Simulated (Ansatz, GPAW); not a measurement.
## C2 in line between two Ag chains: relaxation, then transmission at several levels

Aim: the conductance of C2 in line between two Ag chains after relaxation, and whether geometry, basis or functional moves it most.

Main program and level: GPAW 26.7.0 and Ansatz 0.2.0; Ansatz plane waves; relaxation of the junction with the lead ends held, in the first sound run; inputs show where later runs differ.

**1. The structure**

The cell holds 16 atoms: 14 Ag and 2 C. Its edges and angles: a = 9.000 Å, b = 9.000 Å, c = 39.648 Å, α = 90.0°, β = 90.0°, γ = 90.0°. Regions: left lead, 7 atoms (7 Ag); channel, 2 atoms (2 C); right lead, 7 atoms (7 Ag). Vacuum lies along a and b. The structure is stacked along c, and the current runs across the ab planes.

Coordinates:

```cif
data_structure
_symmetry_space_group_name_H-M 'P 1'
_symmetry_Int_Tables_number 1
_cell_length_a 9.0000
_cell_length_b 9.0000
_cell_length_c 39.6484
_cell_angle_alpha 90.000
_cell_angle_beta 90.000
_cell_angle_gamma 90.000
_cell_volume 3211.52
loop_
_atom_site_label
_atom_site_type_symbol
_atom_site_fract_x
_atom_site_fract_y
_atom_site_fract_z
_atom_site_occupancy
Ag1 Ag 0.50000 0.50000 0.03354 1
Ag2 Ag 0.50000 0.50000 0.10063 1
Ag3 Ag 0.50000 0.50000 0.16772 1
Ag4 Ag 0.50000 0.50000 0.23481 1
Ag5 Ag 0.50000 0.50000 0.30190 1
Ag6 Ag 0.49802 0.50210 0.36978 1
Ag7 Ag 0.50344 0.50606 0.43579 1
C8 C 0.50181 0.49878 0.48328 1
C9 C 0.49765 0.50045 0.51494 1
Ag10 Ag 0.49936 0.50373 0.56435 1
Ag11 Ag 0.50191 0.50115 0.63087 1
Ag12 Ag 0.50000 0.50000 0.69810 1
Ag13 Ag 0.50000 0.50000 0.76519 1
Ag14 Ag 0.50000 0.50000 0.83228 1
Ag15 Ag 0.50000 0.50000 0.89937 1
Ag16 Ag 0.50000 0.50000 0.96646 1
```

**2. Relaxing the atoms**

Transmission follows bond lengths closely, so the atoms between the held lead ends are relaxed first, from a slightly shaken start that lets symmetry break.

The input, input.yaml:

```yaml
crystal:
  lattice:
    - [9.0, 0.0, 0.0]
    - [0.0, 9.0, 0.0]
    - [0.0, 0.0, 39.6484]
  atoms:
    - { symbol: Ag, position: [0.5, 0.5, 0.0335448593] }
    - { symbol: Ag, position: [0.5, 0.5, 0.1006345779] }
    - { symbol: Ag, position: [0.5, 0.5, 0.1677242966] }
    - { symbol: Ag, position: [0.5, 0.5, 0.2348140152] }
    - { symbol: Ag, position: [0.5, 0.5, 0.3019037338] }
    - { symbol: Ag, position: [0.4980175877, 0.5021026116, 0.3697798807] }
    - { symbol: Ag, position: [0.5034364058, 0.506059487, 0.4357917172] }
    - { symbol: C, position: [0.501813924, 0.4987792611, 0.4832844338] }
    - { symbol: C, position: [0.4976538029, 0.5004538745, 0.5149449854] }
    - { symbol: Ag, position: [0.4993617633, 0.5037341669, 0.5643484617] }
    - { symbol: Ag, position: [0.5019078122, 0.5011504081, 0.630873925] }
    - { symbol: Ag, position: [0.5, 0.5, 0.6980962662] }
    - { symbol: Ag, position: [0.5, 0.5, 0.7651859848] }
    - { symbol: Ag, position: [0.5, 0.5, 0.8322757034] }
    - { symbol: Ag, position: [0.5, 0.5, 0.8993654221] }
    - { symbol: Ag, position: [0.5, 0.5, 0.9664551407] }
kpoints:
  mp_grid: { grid: [1, 1, 2] }
hamiltonian:
  xc: pbe
scf:
  occupations: { method: fermi_dirac, width: 0.1 }
relax:
  f_tol: 0.03
  max_steps: 80
  constraints: [{ sites: [0, 1, 2, 3, 4, 11, 12, 13, 14, 15] }]
```

Run with:

```bash
> ansatz run input.yaml --threads 4 --pin off --max-ram 8192MiB --backend cpu --events-out ev --progress --plain --runs-dir out
```

Numbers of over 12 decimals in the logs are rounded to 6 here.

What it wrote:

```text
Engine: ansatz 0.2.0, aarch64-unknown-linux-gnu
Pseudopotentials: kind: paw
Pseudopotential: Ag, paw, valence charge 19, recommended cutoff 420 eV (normal), Ag.paw.azcp
Pseudopotential: C, paw, valence charge 4, recommended cutoff 420 eV (normal), C.paw.azcp
Functional definition: PBE
  parameter kappa = 0.804
  parameter beta = 0.066725
  exchange = pbe_x(kappa = kappa, mu = beta*pi^2/3)
  correlation = pbe_c(beta = beta)
Crystal: 16 atoms, lattice volume = 3211.520 Å³
Basis set: ecut = 420 eV, 62705 PW (Γ), exchange–correlation on 128×128×540 points (8 copies of the dense FFT grid, shifted against one another)
Bands: 165, of which v1, the nominal top of the filled ones, is band 137 counted from 1 (136 counted from 0)
Symmetry: 1 space group operations
Space group: P1 (ITA 1), of the structure as read, at distance tolerance 1.5e-4 Å
k-points: 2
Non-local potential: Ag, projectors of the file, l = 0: 3, l = 1: 2, l = 2: 2, l = 3: 1
Non-local potential: C, projectors of the file, l = 0: 2, l = 1: 2, l = 2: 1
PAW form: soft (Blöchl's): semilocal exchange-correlation on the pseudo side does not see the compensation charge
PAW one-centre angular grid: Ag, 590 points (default); XC on 64 Gauss nodes
PAW one-centre angular grid: C, 110 points (default); XC on 64 Gauss nodes
Initial density: superposition of atomic densities (neutral atoms: chi_scale 0, normalization atom), corrected by the library's trained network
Initial wavefunctions: pseudopotential atomic-orbital guess
Functional: x = pbe(κ = 0.804, μ = 0.219515), c = pbe(β = 0.066725)
SCF iter   1: F=—  HF=-106746.274833 eV  |F-HF|=—  |Δ(HF+E_count)|=         —  Δρ=2.58e-3  dr2=3.98e0  ethr=1.77e-3  ⟨swp⟩=8.5  Hψ=1322  notcnv=0  defer=11
preconditioner: auto → LDOS  [insulator: Δε(μ)=0.265 eV  Ē_g=6.455 eV  σ=0.100 eV  W_gap=0.58  n_scr=330 (ndim 8)  ℏωp=8.3 eV  f_vac=0.789  D(μ)=5.86/eV (n_scr^D=6)  ε∞_Penn≈2.7  β→1.0]
SCF iter   2: F=—  HF=-106747.112328 eV  |F-HF|=—  |Δ(HF+E_count)|=   8.37e-1  Δρ=1.29e-2  dr2=4.66e1  ethr=1.45e-3  ⟨swp⟩=3.5  Hψ=431  notcnv=0  defer=33  recentre
SCF iter   3: F=—  HF=-106746.123728 eV  |F-HF|=—  |Δ(HF+E_count)|=   9.89e-1  Δρ=2.04e-3  dr2=2.41e0  ethr=1.45e-3  ⟨swp⟩=3.0  Hψ=439  notcnv=0  defer=15
SCF iter   4: F=—  HF=-106746.003806 eV  |F-HF|=—  |Δ(HF+E_count)|=   1.20e-1  Δρ=1.41e-3  dr2=4.37e-1  ethr=8.79e-4  ⟨swp⟩=1.0  Hψ=380  notcnv=0  defer=21
SCF iter   5: F=—  HF=-106745.980871 eV  |F-HF|=—  |Δ(HF+E_count)|=   2.29e-2  Δρ=6.26e-4  dr2=9.55e-2  ethr=1.59e-4  ⟨swp⟩=1.0  Hψ=297  notcnv=0  defer=21
SCF iter   6: F=—  HF=-106745.977312 eV  |F-HF|=—  |Δ(HF+E_count)|=   3.56e-3  Δρ=2.20e-4  dr2=1.07e-2  ethr=3.48e-5  ⟨swp⟩=1.0  Hψ=297  notcnv=0  defer=21
SCF iter   7: F=—  HF=-106745.977724 eV  |F-HF|=—  |Δ(HF+E_count)|=   4.13e-4  Δρ=6.66e-5  dr2=4.99e-4  ethr=3.90e-6  ⟨swp⟩=2.0  Hψ=403  notcnv=0  defer=21
SCF iter   8: F=—  HF=-106745.977762 eV  |F-HF|=—  |Δ(HF+E_count)|=   3.72e-5  Δρ=5.32e-5  dr2=4.12e-4  ethr=1.82e-7  ⟨swp⟩=2.0  Hψ=478  notcnv=0  defer=23
SCF iter   9: F=—  HF=-106745.977741 eV  |F-HF|=—  |Δ(HF+E_count)|=   2.08e-5  Δρ=1.95e-5  dr2=7.96e-5  ethr=1.50e-7  ⟨swp⟩=1.0  Hψ=297  notcnv=0  defer=23
SCF iter  10: F=-106745.977726 eV  HF=-106745.977740 eV  |F-HF|=1.41e-5  |Δ(HF+E_count)|=   5.09e-7  Δρ=8.74e-6  dr2=1.51e-5  ethr=8.21e-9  ⟨swp⟩=4.0  Hψ=1049  notcnv=0
SCF 1 converged in 10 iterations: F = -106745.977726 eV  dr2 = 1.51e-5
  greatest PAW one-centre occupation: 1.000 electrons in one spin orbital (limit 2), on the Ag atom at site 6 (counted from 0), in its partial waves of l = 0
relax step   1: F+E_penalty+E_count = -106745.97772606 eV  Δ(F+E_penalty+E_count) = +0.000e0 eV  max|allowed force component| = 2.314e0 eV/Å  Δτ_max = 0.0000 Å  (10 SCF iters, dr2 threshold 2.25e-5 eV, accepted)
Initial density: handed on by an earlier stage of this run
Initial wavefunctions: those handed on with the density
iter 1 solved again at ethr=3.33e-5 eV; its pass at ethr=3.10e-3 eV (dr2=9.12e-2 eV) is discarded
SCF iter   1: F=—  HF=-106746.107785 eV  |F-HF|=—  |Δ(HF+E_count)|=         —  Δρ=1.19e-3  dr2=1.02e-1  ethr=3.33e-5  ⟨swp⟩=2.0  Hψ=1062  notcnv=0  defer=33
preconditioner: auto → LDOS  [insulator: Δε(μ)=0.246 eV  Ē_g=6.360 eV  σ=0.100 eV  W_gap=0.53  n_scr=330 (ndim 8)  ℏωp=8.3 eV  f_vac=0.791  D(μ)=8.14/eV (n_scr^D=8)  ε∞_Penn≈2.7  β→1.0]
SCF iter   2: F=—  HF=-106746.104903 eV  |F-HF|=—  |Δ(HF+E_count)|=   2.88e-3  Δρ=8.93e-4  dr2=3.84e-2  ethr=3.33e-5  ⟨swp⟩=2.0  Hψ=548  notcnv=0  defer=33
SCF iter   3: F=—  HF=-106746.098527 eV  |F-HF|=—  |Δ(HF+E_count)|=   6.38e-3  Δρ=2.87e-4  dr2=4.96e-3  ethr=1.40e-5  ⟨swp⟩=2.0  Hψ=569  notcnv=0  defer=33
SCF iter   4: F=—  HF=-106746.097917 eV  |F-HF|=—  |Δ(HF+E_count)|=   6.10e-4  Δρ=1.46e-4  dr2=9.71e-4  ethr=1.81e-6  ⟨swp⟩=2.0  Hψ=490  notcnv=0  defer=33
SCF iter   5: F=—  HF=-106746.097928 eV  |F-HF|=—  |Δ(HF+E_count)|=   1.08e-5  Δρ=8.87e-5  dr2=3.30e-4  ethr=3.54e-7  ⟨swp⟩=2.0  Hψ=459  notcnv=0  defer=33
SCF iter   6: F=-106746.097980 eV  HF=-106746.097988 eV  |F-HF|=7.16e-6  |Δ(HF+E_count)|=   5.97e-5  Δρ=4.13e-5  dr2=6.96e-5  ethr=3.65e-8  ⟨swp⟩=3.0  Hψ=1229  notcnv=0
SCF 2 converged in 6 iterations: F = -106746.097980 eV  dr2 = 6.96e-5
relax step   2: F+E_penalty+E_count = -106746.09798040 eV  Δ(F+E_penalty+E_count) = -1.203e-1 eV  max|allowed force component| = 9.415e-1 eV/Å  Δτ_max = 0.1012 Å  (6 SCF iters, dr2 threshold 1.00e-4 eV, accepted)
SCF iter   1: F=—  HF=-106746.212883 eV  |F-HF|=—  |Δ(HF+E_count)|=         —  Δρ=2.07e-3  dr2=1.28e-1  ethr=1.60e-3  ⟨swp⟩=3.0  Hψ=683  notcnv=0  defer=32
preconditioner: auto → LDOS  [insulator: Δε(μ)=0.245 eV  Ē_g=6.345 eV  σ=0.100 eV  W_gap=0.53  n_scr=330 (ndim 8)  ℏωp=8.3 eV  f_vac=0.791  D(μ)=8.21/eV (n_scr^D=8)  ε∞_Penn≈2.7  β→1.0]
SCF iter   2: F=—  HF=-106746.189707 eV  |F-HF|=—  |Δ(HF+E_count)|=   2.32e-2  Δρ=1.22e-3  dr2=5.72e-2  ethr=4.69e-5  ⟨swp⟩=3.0  Hψ=662  notcnv=0  defer=33
SCF iter   3: F=—  HF=-106746.176431 eV  |F-HF|=—  |Δ(HF+E_count)|=   1.33e-2  Δρ=3.50e-4  dr2=6.43e-3  ethr=2.09e-5  ⟨swp⟩=2.0  Hψ=485  notcnv=0  defer=33
SCF iter   4: F=—  HF=-106746.176745 eV  |F-HF|=—  |Δ(HF+E_count)|=   3.14e-4  Δρ=2.14e-4  dr2=1.98e-3  ethr=2.35e-6  ⟨swp⟩=2.0  Hψ=602  notcnv=0  defer=33
SCF iter   5: F=—  HF=-106746.176620 eV  |F-HF|=—  |Δ(HF+E_count)|=   1.24e-4  Δρ=1.19e-4  dr2=6.43e-4  ethr=7.22e-7  ⟨swp⟩=2.0  Hψ=555  notcnv=0  defer=33
SCF iter   6: F=—  HF=-106746.176589 eV  |F-HF|=—  |Δ(HF+E_count)|=   3.19e-5  Δρ=6.53e-5  dr2=1.99e-4  ethr=2.35e-7  ⟨swp⟩=2.0  Hψ=485  notcnv=0  defer=33
SCF iter   7: F=—  HF=-106746.176662 eV  |F-HF|=—  |Δ(HF+E_count)|=   7.39e-5  Δρ=3.94e-5  dr2=5.77e-5  ethr=7.28e-8  ⟨swp⟩=2.0  Hψ=516  notcnv=0  defer=33
SCF iter   8: F=-106746.176673 eV  HF=-106746.176675 eV  |F-HF|=2.12e-6  |Δ(HF+E_count)|=   1.23e-5  Δρ=9.91e-6  dr2=4.05e-6  ethr=2.02e-8  ⟨swp⟩=4.5  Hψ=1047  notcnv=0
SCF 3 converged in 8 iterations: F = -106746.176673 eV  dr2 = 4.05e-6
relax step   3: F+E_penalty+E_count = -106746.17667264 eV  Δ(F+E_penalty+E_count) = -7.869e-2 eV  max|allowed force component| = 1.661e-1 eV/Å  Δτ_max = 0.2000 Å  (8 SCF iters, dr2 threshold 5.54e-5 eV, accepted)
[... from here on, the SCF cycles and remarks between the steps are left out ...]
relax step   4: F+E_penalty+E_count = -106746.27058749 eV  Δ(F+E_penalty+E_count) = -9.391e-2 eV  max|allowed force component| = 1.783e-1 eV/Å  Δτ_max = 0.2000 Å  (9 SCF iters, dr2 threshold 1.72e-6 eV, accepted)
relax step   5: F+E_penalty+E_count = -106746.35704200 eV  Δ(F+E_penalty+E_count) = -8.645e-2 eV  max|allowed force component| = 1.379e-1 eV/Å  Δτ_max = 0.1948 Å  (8 SCF iters, dr2 threshold 1.99e-6 eV, accepted)
relax step   6: F+E_penalty+E_count = -106746.38678650 eV  Δ(F+E_penalty+E_count) = -2.974e-2 eV  max|allowed force component| = 1.873e-1 eV/Å  Δτ_max = 0.2000 Å  (7 SCF iters, dr2 threshold 1.14e-5 eV, accepted)
relax step   7: F+E_penalty+E_count = -106746.38925086 eV  Δ(F+E_penalty+E_count) = -2.464e-3 eV  max|allowed force component| = 1.140e-2 eV/Å  Δτ_max = 0.0662 Å  (6 SCF iters, dr2 threshold 2.10e-5 eV, accepted)
relax step   8: F+E_penalty+E_count = -106746.38925929 eV  Δ(F+E_penalty+E_count) = -8.423e-6 eV  max|allowed force component| = 1.152e-2 eV/Å  Δτ_max = 0.0000 Å  (5 SCF iters, accepted)
relax step   9: F+E_penalty+E_count = -106746.38994684 eV  Δ(F+E_penalty+E_count) = -6.875e-4 eV  max|allowed force component| = 3.467e-2 eV/Å  Δτ_max = 0.0690 Å  (9 SCF iters, accepted)
relax step  10: F+E_penalty+E_count = -106746.39008722 eV  Δ(F+E_penalty+E_count) = -1.404e-4 eV  max|allowed force component| = 8.872e-3 eV/Å  Δτ_max = 0.0195 Å  (6 SCF iters, dr2 threshold 1.20e-6 eV, accepted)
iter 1 solved again at ethr=3.05e-10 eV; its pass at ethr=3.10e-3 eV (dr2=8.35e-7 eV) is discarded
SCF iter   1: F=—  HF=-106746.389977 eV  |F-HF|=—  |Δ(HF+E_count)|=         —  Δρ=5.18e-6  dr2=8.35e-7  ethr=3.05e-10  ⟨swp⟩=1.0  Hψ=776  notcnv=0  defer=27
preconditioner: auto → LDOS  [insulator: Δε(μ)=0.248 eV  Ē_g=6.292 eV  σ=0.100 eV  W_gap=0.54  n_scr=330 (ndim 8)  ℏωp=8.3 eV  f_vac=0.789  D(μ)=7.58/eV (n_scr^D=8)  ε∞_Penn≈2.8  β→1.0]
SCF iter   2: F=—  HF=-106746.390088 eV  |F-HF|=—  |Δ(HF+E_count)|=   1.11e-4  Δρ=7.60e-6  dr2=1.75e-6  ethr=3.05e-10  ⟨swp⟩=2.0  Hψ=575  notcnv=0  defer=27
SCF iter   3: F=-106746.390088 eV  HF=-106746.390088 eV  |F-HF|=1.45e-8  |Δ(HF+E_count)|=   4.70e-7  Δρ=1.24e-6  dr2=5.52e-8  ethr=3.65e-11  ⟨swp⟩=3.0  Hψ=1339  notcnv=0
SCF 11 converged in 3 iterations: F = -106746.390088 eV  dr2 = 5.52e-8
relax step  11: F+E_penalty+E_count = -106746.39008769 eV  Δ(F+E_penalty+E_count) = -4.715e-7 eV  max|allowed force component| = 9.471e-3 eV/Å  Δτ_max = 0.0000 Å  (3 SCF iters, accepted)
SCF converged after 3 iterations
Free energy (F): -106746.390088 eV
Harris-Foulkes:  -106746.390088 eV  (|F-HF|=1.45e-8)
Internal energy: -106746.122636 eV  (E = F + TS)
E sigma→0 (E₀):  -106746.256362 eV
Entropy (-TS):   -0.267452 eV (-16.716 meV/atom)
Fermi energy:    -3.534366 eV
--- Per-component energies (eV) ---
  E_band       = -8466.874587
  E_kinetic    = 7563.906346
  E_local      = -96807.152589  (includes V_loc(G=0)·N_el)
  E_nonlocal   = 1200.219197
  E_hartree    = 44382.944681
  E_xc         = -2650.729528
  E_vxc        = -3358.601891  (∫ρ·V_xc dr)
  E_paw        = -54858.293899  (= ΣΔE_a)
  E_vpaw       = -5831.151798  (= ΣTr[D̂ρ^β])
  E_aug_tail   = 0.004414  (compensation charges beyond the density's cutoff)
  E_ewald      = -5577.021258
  E_smearing   = -0.267452  (= −TS)
  E_closure    = 0.000000  (closes the sum)
  Σ components = -106746.390088   (vs F -106746.390088, Δ=0.00e0)
--- Forces (eV/Å), atoms counted from 1 ---
  atom   1  Ag    -0.00013597    -0.00014612     0.02922782
  atom   2  Ag     0.00059727     0.00046111    -0.03605508
  atom   3  Ag     0.00411705     0.00320318     0.05162544
  atom   4  Ag    -0.02391403    -0.01799559    -0.07234338
  atom   5  Ag     0.02448915     0.01508080     0.37064274
  atom   6  Ag    -0.00001930     0.00000097     0.00052881
  atom   7  Ag     0.00026655     0.00333090     0.00482102
  atom   8  C     -0.00146616    -0.00423054    -0.00947112
  atom   9  C      0.00203960    -0.00390202     0.00265755
  atom  10  Ag    -0.00129634     0.00180238     0.00309535
  atom  11  Ag    -0.00080525     0.00017759    -0.00096914
  atom  12  Ag    -0.01994363     0.02035943    -0.37092892
  atom  13  Ag     0.01991338    -0.02251994     0.07243740
  atom  14  Ag    -0.00343285     0.00396442    -0.05168976
  atom  15  Ag    -0.00049583     0.00057421     0.03608800
  atom  16  Ag     0.00010588    -0.00017033    -0.02923774
  max |Σ_I F_I| component: 4.29e-4 eV/Å
--- Relaxed structure (11 steps of the walk, 11 accepted, 0 SCFs on fresh bases) ---
  F+E_penalty+E_count = -106746.39008769 eV   max|allowed force component| = 9.471e-3 eV/Å
  atoms:
    - { symbol: Ag, position: [0.5, 0.5, 0.033545] }
    - { symbol: Ag, position: [0.5, 0.5, 0.1006345779] }
    - { symbol: Ag, position: [0.5, 0.5, 0.1677242966] }
    - { symbol: Ag, position: [0.5, 0.5, 0.234814] }
    - { symbol: Ag, position: [0.5, 0.5, 0.301904] }
    - { symbol: Ag, position: [0.436596, 0.452331, 0.367772] }
    - { symbol: Ag, position: [0.529603, 0.517806, 0.433496] }
    - { symbol: C, position: [0.507758, 0.505246, 0.484318] }
    - { symbol: C, position: [0.494514, 0.506923, 0.515738] }
    - { symbol: Ag, position: [0.476173, 0.524718, 0.566530] }
    - { symbol: Ag, position: [0.552680, 0.440350, 0.632245] }
    - { symbol: Ag, position: [0.5, 0.5, 0.698096] }
    - { symbol: Ag, position: [0.5, 0.5, 0.765186] }
    - { symbol: Ag, position: [0.5, 0.5, 0.832276] }
    - { symbol: Ag, position: [0.5, 0.5, 0.8993654221] }
    - { symbol: Ag, position: [0.5, 0.5, 0.966455] }
```

The job ended after 2.6 min (4 threads of Arm Neoverse V1, shared host; peak memory 4.5 GiB; 10 min of CPU time).

Relaxation path:

```
step  energy less that of the first step (eV)  largest force component (eV/Å)
   1                                   0.0000                          2.3144
   2                                  -0.1203                          0.9415
   3                                  -0.1989                          0.1661
   4                                  -0.2929                          0.1783
   5                                  -0.3793                          0.1379
   6                                  -0.4091                          0.1873
   7                                  -0.4115                          0.0114
   8                                  -0.4115                          0.0115
   9                                  -0.4122                          0.0347
  10                                  -0.4124                          0.0089
  11                                  -0.4124                          0.0095
```

The atoms that moved most (Å):

```
atom      dx      dy      dz  length
 Ag6  -0.553  -0.448  -0.080   0.716
Ag11   0.457  -0.547   0.054   0.715
Ag10  -0.209   0.189   0.087   0.294
 Ag7   0.236   0.106  -0.091   0.274
  C8   0.053   0.058   0.041   0.089
  C9  -0.028   0.058   0.031   0.072
```

Numbers from this step:

- free energy: -106746.3901 eV
- smearing term TS: 0.2675 eV
- symmetry operations: 1

The relaxation lowered the energy of the cell by 0.412 eV.

(Part 1 of 4 ends here.)

[Logs are printed without paths, hosts, clocks, repeated set-up lines and the standing remarks that a program may print on its own settings, such as how far it seeks lower states.]

[Hosts, paths, dates, database ids (printed as entryN), source tags and the programs' standing remarks are cut or masked in the printed files.]
